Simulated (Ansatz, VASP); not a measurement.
## TePb in VASP and in Ansatz

```
Te Pb
1.0
     0.00000    3.22700    3.22700
     3.22700    0.00000    3.22700
     3.22700    3.22700    0.00000
Te Pb
1 1
Direct
  0.49726 0.50000 0.50000
  0.00000 0.00000 0.00000
```

Change from the starting cell: all Te atoms moved +0.013 Å, as atom 1 towards its neighbour atom 1 (Te) at 4.564 Å.

Alike in both runs: task single point; functional r2SCAN; k mesh 8 × 8 × 8; occupations gaussian, width 0.05 eV; no spin polarisation.

```csv
,VASP,Ansatz
version,VASP 6.6.1,Ansatz 0.2.0
potentials or method,"VASP PAW PBE potentials, release 64 (Te, Pb_d)","scalar-relativistic, plane waves, PAW"
plane-wave cutoff (eV),520,500
valence electrons in the cell,20,30
```

```tsv
	VASP	Ansatz	Ansatz less VASP
gap on the k mesh at the Fermi level (eV)	1.01	1.01	-0.004
least direct gap on the mesh (eV)	1.01	1.01	-0.004
pressure (GPa)	1.7	1.7	0.00
rms of the force components (eV/Å)	0.003	0.003	-0.0002
```

Atom by atom the forces differ by 0.000 eV/Å (rms over components). The two sets of potentials don't hold the same shells in valence.

Caveats: the PAW data sets were made with another functional, which shifts forces and pressure a little (VASP); spin-orbit coupling is left out, which as a rule narrows the gap of such compounds by several tenths of an eV. A k mesh can miss the band edges.
